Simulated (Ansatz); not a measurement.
Runs of Ansatz 0.2.0 on Sn. It takes space group Fd-3m (No. 227, cubic). Conventional cell: a = 6.467 Å, b = 6.467 Å, c = 6.467 Å, α = 90.00°, β = 90.00°, γ = 90.00°. Sn (site symmetry -43m) is surrounded by 4 Sn at 2.80 Å. This isn't the form of Sn at room conditions, which is tetragonal (white tin).

```csv
task,level,potentials or basis,spin,cell,k mesh,cutoff (eV),smearing,gap on the mesh (eV),pressure (GPa),relaxed volume (Å³/atom)
band structure,PBEsol,"all-electron LAPW, relativistic spinors","SOC, no magnetisation",as given,5 × 5 × 5,257,fermi-dirac 0.05 eV,-,1.6,-
elastic constants,LDA,"all-electron LAPW, scalar-relativistic",off,as given,5 × 5 × 5,277,fermi-dirac 0.05 eV,none,(a),-
relaxation of cell and atoms,RPBE+D3(BJ),"all-electron LAPW, scalar-relativistic",off,relaxed,7 × 7 × 7,-,fermi-dirac 0.05 eV,-,0.0,31.77
relaxation of cell and atoms,revPBE,"all-electron LAPW, scalar-relativistic",off,relaxed,7 × 7 × 7,-,fermi-dirac 0.05 eV,-,0.0,(b)
single point,RPBE,"all-electron LAPW, scalar-relativistic",off,as given,7 × 7 × 7,257,gaussian 0.1 eV,none,5.2,-
```

Alike in all rows: basis error allowed 0.001 eV/atom.

Task: Estimate the missing entries.

Result: (a) 0.4; (b) 37.80.

Caveats: the k mesh is thin for a metal, which can move the energy by tens of meV per atom (some runs); a metal's response needs a denser mesh (some runs); elastic constants of metals need much finer meshes, so these are rough (some runs); the volume moved by +12 % from the deposited cell, more than functionals usually miss (some runs).

A k mesh can miss the band edges, and rows without SOC leave out spin-orbit coupling on Sn.

A gap of «none» marks a metal or a gap under the smearing width.

Runs at the PBE level aren't shown here.
